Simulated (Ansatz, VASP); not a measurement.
# InP (InP(110)): VASP beside Ansatz

One calculation is typed for both programs; each brings its own data sets. How far apart do they land? Of the first pair: The structure shown is the end of the VASP relaxation below. Valence electrons are named where the data sets of a main pair hold unlike numbers.

Method: plane waves, with VASP 6.6.1 beside it; single point at PBE and band structure at PBE, in Ansatz 0.2.0.

## (1) The structure

The cell holds 18 atoms: 9 In and 9 P. Its edges and angles: a = 4.327 Å, b = 6.119 Å, c = 32.756 Å, α = 90.0°, β = 90.0°, γ = 90.0°. It derives from InP. As first built, before any earlier steps moved the atoms (in the runner's words): 9 layers, strained by +2 % in the plane. Vacuum lies along c.

## (2) VASP: relaxation, PBE

This run makes the geometry at which the two programs are then compared.

Lines of VASP's logs that name or quote its potential files are left out, and so is its time.

INCAR

```
SYSTEM = InP
PREC = Normal
ENCUT = 320
EDIFF = 1E-05
NELM = 120
ISMEAR = 0
SIGMA = 0.03
LREAL = Auto
ALGO = Fast
GGA = PE
NBANDS = 54
LORBIT = 11
LWAVE = .FALSE.
LCHARG = .FALSE.
KPAR = 2
NCORE = 2
IBRION = 2
NSW = 60
ISIF = 2
EDIFFG = -0.03
POTIM = 0.4
MAXMIX = 40
IDIPOL = 3
LDIPOL = .TRUE.
DIPOL = 0.5 0.5 0.5
```

POSCAR

```
InP
1.0
    4.3266191128      0.0000000000      0.0000000000
    0.0000000000      6.1187634285      0.0000000000
    0.0000000000      0.0000000000     32.7561575404
In P
9 9
Direct
    0.0000000000      0.0000000000      0.2442288900
    0.5000000000      0.5000000000      0.3081716700
    0.0000000000      0.0000000000      0.3721144500
    0.5000000000      0.5000000000      0.4360572200
    0.0000000000      0.0000000000      0.5000000000
    0.5000000000      0.5000000000      0.5639427800
    0.0000000000      0.0000000000      0.6278855500
    0.5000000000      0.5000000000      0.6918283300
    0.0000000000      0.0000000000      0.7557711100
    0.0000000000      0.7500000000      0.3081716700
    0.5000000000      0.2500000000      0.2442288900
    0.0000000000      0.7500000000      0.4360572200
    0.5000000000      0.2500000000      0.3721144500
    0.0000000000      0.7500000000      0.5639427800
    0.5000000000      0.2500000000      0.5000000000
    0.0000000000      0.7500000000      0.6918283300
    0.5000000000      0.2500000000      0.6278855500
    0.5000000000      0.2500000000      0.7557711100
```

KPOINTS

```
Automatic mesh
0
Gamma
6 4 1
0 0 0
```

The projector-augmented-wave data sets are In and P (PBE family, release 64).

Launch:

```bash
$ mpirun -np 4 vasp_std
```

Numbers of over 12 decimals in the logs are rounded to 6 here.

The log of the run:

```text
[banner, memory and clock lines left out]
running    4 mpi-ranks, on    1 nodes
 distrk:  each k-point on    2 cores,    2 groups
 distr:  one band on    2 cores,    1 groups

 POSCAR found type information on POSCAR InP
 POSCAR found :  2 types and      18 ions
 LDA part: xc-table for (Slater+PW92), standard interpolation
 POSCAR, INCAR and KPOINTS ok, starting setup
 FFT: planning ... GRIDC
 FFT: planning ... GRID_SOFT
 FFT: planning ... GRID
 WAVECAR not read
 entering main loop
       N       E                     dE             d eps       ncg     rms          rms(c)
DAV:   1     0.293933975200E+03    0.29393E+03   -0.17544E+04  1296   0.667E+02
DAV:   2    -0.354768648233E+02   -0.32941E+03   -0.31698E+03  1706   0.144E+02
DAV:   3    -0.744793490853E+02   -0.39002E+02   -0.38528E+02  1576   0.510E+01
DAV:   4    -0.762437189974E+02   -0.17644E+01   -0.17573E+01  1744   0.125E+01
DAV:   5    -0.763070718210E+02   -0.63353E-01   -0.63315E-01  1696   0.224E+00    0.153E+01
RMM:   6    -0.721951051554E+02    0.41120E+01   -0.63942E+00  1296   0.514E+00    0.860E+00
RMM:   7    -0.719464794077E+02    0.24863E+00   -0.61010E+00  1296   0.480E+00    0.298E+00
RMM:   8    -0.718151202570E+02    0.13136E+00   -0.10201E+00  1296   0.259E+00    0.815E-01
RMM:   9    -0.717960487143E+02    0.19072E-01   -0.79809E-02  1344   0.967E-01    0.436E-01
RMM:  10    -0.718002979127E+02   -0.42492E-02   -0.34475E-02  1519   0.468E-01    0.343E-01
RMM:  11    -0.718029569257E+02   -0.26590E-02   -0.17653E-02  1296   0.321E-01    0.247E-01
RMM:  12    -0.718016206676E+02    0.13363E-02   -0.19900E-03  1301   0.147E-01    0.992E-02
RMM:  13    -0.718017418773E+02   -0.12121E-03   -0.92262E-04  1320   0.822E-02    0.458E-02
RMM:  14    -0.718021330429E+02   -0.39117E-03   -0.46873E-04  1316   0.572E-02    0.535E-02
RMM:  15    -0.718022134676E+02   -0.80425E-04   -0.28176E-04  1410   0.360E-02    0.302E-02
RMM:  16    -0.718022549596E+02   -0.41492E-04   -0.32787E-05   999   0.156E-02    0.263E-02
RMM:  17    -0.718023965116E+02   -0.14155E-03   -0.69987E-05  1191   0.195E-02    0.120E-02
RMM:  18    -0.718024056117E+02   -0.91001E-05   -0.21006E-05   915   0.104E-02
   1 F= -.71802406E+02 E0= -.71802405E+02  d E =-.718024E+02
[... from here on, the cycles between the ionic steps are left out ...]
   2 F= -.72171430E+02 E0= -.72171430E+02  d E =-.369024E+00
  11 F= -.73091342E+02 E0= -.73091342E+02  d E =-.120867E-01
  12 F= -.73095390E+02 E0= -.73095390E+02  d E =-.404779E-02
  13 F= -.73095686E+02 E0= -.73095686E+02  d E =-.434369E-02
  14 F= -.73095706E+02 E0= -.73095706E+02  d E =-.436418E-02
  15 F= -.73097760E+02 E0= -.73097760E+02  d E =-.205354E-02
  16 F= -.73098436E+02 E0= -.73098436E+02  d E =-.272986E-02
  17 F= -.73098486E+02 E0= -.73098486E+02  d E =-.277995E-02
  18 F= -.73098705E+02 E0= -.73098705E+02  d E =-.299834E-02
  19 F= -.73100677E+02 E0= -.73100677E+02  d E =-.197280E-02
  20 F= -.73101689E+02 E0= -.73101689E+02  d E =-.298496E-02
  21 F= -.73101870E+02 E0= -.73101870E+02  d E =-.316549E-02
 curvature:  -5.46 expect dE=-0.243E-02 dE for cont linesearch -0.197E-06
 trial: gam= 0.26018 g(F)=  0.444E-03 g(S)=  0.000E+00 ort =-0.982E-05 (trialstep = 0.267E+01)
 search vector abs. value=  0.620E-03
 bond charge predicted
       N       E                     dE             d eps       ncg     rms          rms(c)
DAV:   1    -0.731022947492E+02   -0.42570E-03   -0.45978E-02  1320   0.598E-01    0.112E-01
RMM:   2    -0.731026372420E+02   -0.34249E-03   -0.28041E-03  1296   0.177E-01    0.132E-01
RMM:   3    -0.731025960153E+02    0.41227E-04   -0.53263E-04  1305   0.798E-02    0.661E-02
RMM:   4    -0.731026065896E+02   -0.10574E-04   -0.24887E-04  1398   0.490E-02    0.302E-02
RMM:   5    -0.731026119532E+02   -0.53635E-05   -0.97493E-05  1279   0.290E-02
  22 F= -.73102612E+02 E0= -.73102612E+02  d E =-.741942E-03
 trial-energy change:   -0.000742  1 .order   -0.000675   -0.001177   -0.000173
 step:   2.9843(harm=  3.1262)  dis= 0.00414  next Energy=   -73.102622 (dE=-0.752E-03)
 reached required accuracy - stopping structural energy minimisation
```

From OUTCAR (step 2):

```text
ion  position               nearest neighbor table
   1  0.000  0.000  0.244-  10 2.59  11 2.65  11 2.65
   2  0.500  0.500  0.308-  11 2.59  13 2.59  10 2.65  10 2.65
   3  0.000  0.000  0.372-  12 2.59  10 2.59  13 2.65  13 2.65
   4  0.500  0.500  0.436-  13 2.59  15 2.59  12 2.65  12 2.65
   5  0.000  0.000  0.500-  12 2.59  14 2.59  15 2.65  15 2.65
   6  0.500  0.500  0.564-  17 2.59  15 2.59  14 2.65  14 2.65
   7  0.000  0.000  0.628-  14 2.59  16 2.59  17 2.65  17 2.65
   8  0.500  0.500  0.692-  17 2.59  18 2.59  16 2.65  16 2.65
   9  0.000  0.000  0.756-  16 2.59  18 2.65  18 2.65
  10  0.000  0.750  0.308-   1 2.59   3 2.59   2 2.65   2 2.65
  11  0.500  0.250  0.244-   2 2.59   1 2.65   1 2.65
  12  0.000  0.750  0.436-   3 2.59   5 2.59   4 2.65   4 2.65
  13  0.500  0.250  0.372-   4 2.59   2 2.59   3 2.65   3 2.65
  14  0.000  0.750  0.564-   7 2.59   5 2.59   6 2.65   6 2.65
  15  0.500  0.250  0.500-   4 2.59   6 2.59   5 2.65   5 2.65
  16  0.000  0.750  0.692-   7 2.59   9 2.59   8 2.65   8 2.65
  17  0.500  0.250  0.628-   6 2.59   8 2.59   7 2.65   7 2.65
  18  0.500  0.250  0.756-   8 2.59   9 2.65   9 2.65

  LATTYP: Found a simple orthorhombic cell.
 ALAT       =     4.3266191128
 B/A-ratio  =     1.4142135624
 C/A-ratio  =     7.5708438128

 Subroutine GETGRP returns: Found  4 space group operations
 (whereof  4 operations were pure point group operations)

The static configuration has the point symmetry C_2v.

 Found     12 irreducible k-points:

   k-points           NKPTS =     12   k-points in BZ     NKDIM =     12   number of bands    NBANDS=     54

   dimension x,y,z NGX =    20 NGY =   28 NGZ =  144
   dimension x,y,z NGXF=    40 NGYF=   56 NGZF=  288

   ENCUT  =  320.0 eV  23.52 Ry    4.85 a.u.   6.31  8.92 47.78*2*pi/ulx,y,z

   NELECT =      72.0000    total number of electrons

 k-points in reciprocal lattice and weights: Automatic mesh
   0.00000000  0.00000000  0.00000000       0.042
   0.16666667  0.00000000  0.00000000       0.083
   0.33333333  0.00000000  0.00000000       0.083
   0.50000000  0.00000000  0.00000000       0.042
   0.00000000  0.25000000  0.00000000       0.083
   0.16666667  0.25000000  0.00000000       0.167
   0.33333333  0.25000000  0.00000000       0.167
   0.50000000  0.25000000  0.00000000       0.083
   0.00000000  0.50000000  0.00000000       0.042
   0.16666667  0.50000000  0.00000000       0.083
   0.33333333  0.50000000  0.00000000       0.083
   0.50000000  0.50000000  0.00000000       0.042

 dipolmoment           0.000000      0.000000      0.000000 electrons x Angstroem

 average (electrostatic) potential at core
       1 -42.7266       2 -42.4895       3 -42.5536       4 -42.5392       5 -42.5466
       6 -42.5392       7 -42.5536       8 -42.4895       9 -42.7266      10 -88.3521
      11 -88.0534      12 -88.3310      13 -88.2910      14 -88.3310      15 -88.3150
      16 -88.3521      17 -88.2910      18 -88.0534

 E-fermi :  -0.4249

 k-point     1 :       0.0000    0.0000    0.0000
  band No.  band energies     occupation
    ...
     32      -0.7957      2.00000
     33      -0.6640      2.00000
     34      -0.6389      2.00000
     35      -0.5829      2.00000
     36      -0.5744      2.00000
     37       0.1753      0.00000
     38       0.7937      0.00000
     39       1.2465      0.00000
     40       1.3817      0.00000
     41       1.4456      0.00000
    ...

 k-point     2 :       0.1667    0.0000    0.0000
  band No.  band energies     occupation
    ...
     32      -1.3905      2.00000
     33      -1.1697      2.00000
     34      -1.0911      2.00000
     35      -0.8769      2.00000
     36      -0.6446      2.00000
     37       1.1984      0.00000
     38       1.5649      0.00000
     39       1.8028      0.00000
     40       1.9881      0.00000
     41       1.9913      0.00000
    ...

 k-point     3 :       0.3333    0.0000    0.0000
  band No.  band energies     occupation
    ...
     32      -1.7911      2.00000
     33      -1.6932      2.00000
     34      -1.3938      2.00000
     35      -1.1038      2.00000
     36      -0.8531      2.00000
     37       1.2405      0.00000
     38       1.3159      0.00000
     39       1.8303      0.00000
     40       1.9300      0.00000
     41       2.0286      0.00000
    ...

  Total       -9.6116701     -5.9319600     -0.5184497      0.0000000      0.0000000      0.0000000
  in kB      -17.7584134    -10.9598225     -0.9578818      0.0000000      0.0000000      0.0000000
  external PRESSURE =      -9.8920392 kB  Pullay stress =       0.0000000 kB

  energy-cutoff  :      320.00
  volume of cell :      867.17
      direct lattice vectors                 reciprocal lattice vectors
     4.326619113  0.000000000  0.000000000     0.231127348  0.000000000  0.000000000
     0.000000000  6.118763429  0.000000000     0.000000000  0.163431715  0.000000000
     0.000000000  0.000000000 32.756157540     0.000000000  0.000000000  0.030528611

 POSITION                                       TOTAL-FORCE (eV/Angst)
 -----------------------------------------------------------------------------------
      4.32662      0.35211      8.46436         0.000000      0.009463     -0.003162
      2.16331      2.99019      9.98416         0.000000      0.010956      0.025895
      0.00000      6.07880     12.21641        -0.000000      0.000648     -0.005960
      2.16331      3.01820     14.25989        -0.000000     -0.003055      0.001487
      0.00000      6.09988     16.37808         0.000000     -0.010011     -0.000000
      2.16331      3.01820     18.49627        -0.000000     -0.003055     -0.001487
      0.00000      6.07880     20.53975        -0.000000      0.000648      0.005960
      2.16331      2.99019     22.77200         0.000000      0.010956     -0.025895
      0.00000      0.35211     24.29180         0.000000      0.009463      0.003162
      0.00000      4.48846     10.11087         0.000000     -0.016482     -0.016829
      2.16331      1.58644      7.78301        -0.000000     -0.010324      0.017351
      0.00000      4.52047     14.29402         0.000000      0.014323     -0.003544
      2.16331      1.47378     12.15231        -0.000000     -0.001318      0.015139
      0.00000      4.52047     18.46214         0.000000      0.014323      0.003544
      2.16331      1.48177     16.37808         0.000000      0.001588     -0.000000
      4.32662      4.48846     22.64528         0.000000     -0.016482      0.016829
      2.16331      1.47378     20.60385        -0.000000     -0.001318     -0.015139
      2.16331      1.58644     24.97314        -0.000000     -0.010324     -0.017351
 -----------------------------------------------------------------------------------
    total drift:                                0.000000      0.001746     -0.000001

  FREE ENERGIE OF THE ION-ELECTRON SYSTEM (eV)
  ---------------------------------------------------
  free  energy   TOTEN  =       -73.1026119532 eV

  energy  without entropy=      -73.1026119532  energy(sigma->0) =      -73.10261195

 reached required accuracy - stopping structural energy minimisation

 vacuum level on the upper side and lower side of the slab         4.721         4.721

 total charge
# of ion       s       p       d       tot
------------------------------------------
    1        1.252   1.147   0.160   2.559
    2        1.175   1.297   0.200   2.673
    3        1.176   1.300   0.197   2.673
    4        1.177   1.299   0.199   2.674
    5        1.176   1.301   0.200   2.677
    6        1.177   1.299   0.199   2.674
    7        1.176   1.300   0.197   2.673
    8        1.175   1.297   0.200   2.673
    9        1.252   1.147   0.160   2.559
   10        1.045   1.441   0.000   2.486
   11        1.084   1.367   0.000   2.452
   12        1.042   1.445   0.000   2.487
   13        1.044   1.438   0.000   2.481
   14        1.042   1.445   0.000   2.487
   15        1.042   1.444   0.000   2.486
   16        1.045   1.441   0.000   2.486
   17        1.044   1.438   0.000   2.481
   18        1.084   1.367   0.000   2.452
--------------------------------------------------
tot         20.206  24.214   1.712  46.132

[... 3 further parts left out ...]
```

CONTCAR:

```
InP
   1.00000000000000
     4.3266191128000004    0.0000000000000000    0.0000000000000000
     0.0000000000000000    6.1187634285000003    0.0000000000000000
     0.0000000000000000    0.0000000000000000   32.7561575403999967
  In              P
     9     9
Direct
     1.0000000000000000    0.0575462820925902    0.2584051181819845
     0.5000000000000000    0.4886926945780076    0.3048025823024698
     0.0000000000000000    0.9934687817878788    0.3729498813840679
     0.5000000000000000    0.4932698477001512    0.4353346630499416
     0.0000000000000000    0.9969137259574256    0.5000000000000000
     0.5000000000000000    0.4932698477001512    0.5646653369500582
     0.0000000000000000    0.9934687817878788    0.6270501186159324
     0.5000000000000000    0.4886926945780076    0.6951974176975302
     0.0000000000000000    0.0575462820925902    0.7415948818180157
     0.0000000000000000    0.7335564830730137    0.3086709295757586
     0.5000000000000000    0.2592744903908519    0.2376046130795585
     0.0000000000000000    0.7387888709520470    0.4363765769198796
     0.5000000000000000    0.2408617564123330    0.3709932061612499
     0.0000000000000000    0.7387888709520470    0.5636234230801207
     0.5000000000000000    0.2421678600688280    0.5000000000000000
     1.0000000000000000    0.7335564830730137    0.6913290704242414
     0.5000000000000000    0.2408617564123330    0.6290067938387497
     0.5000000000000000    0.2592744903908519    0.7623953869204413
```

The gap is read on the k-mesh alone, so it is an upper bound where the band edges lie off the mesh. The data set In keeps the semicore shell frozen, which is cheaper and a little less accurate. The run keeps the 4 symmetry operations of its start, so it cannot find a distortion of lower symmetry.

[end of part 1 of 3]

[Lines on the potential files, build, host, timing and source positions are cut from VASP's logs without a mark.]

[Logs are printed without paths, hosts, clocks, repeated set-up lines and the standing remarks that a program may print on its own settings, such as how far it seeks lower states.]

[Hosts, paths, dates, database ids (printed as entryN), source tags and the programs' standing remarks are cut or masked in the printed files.]
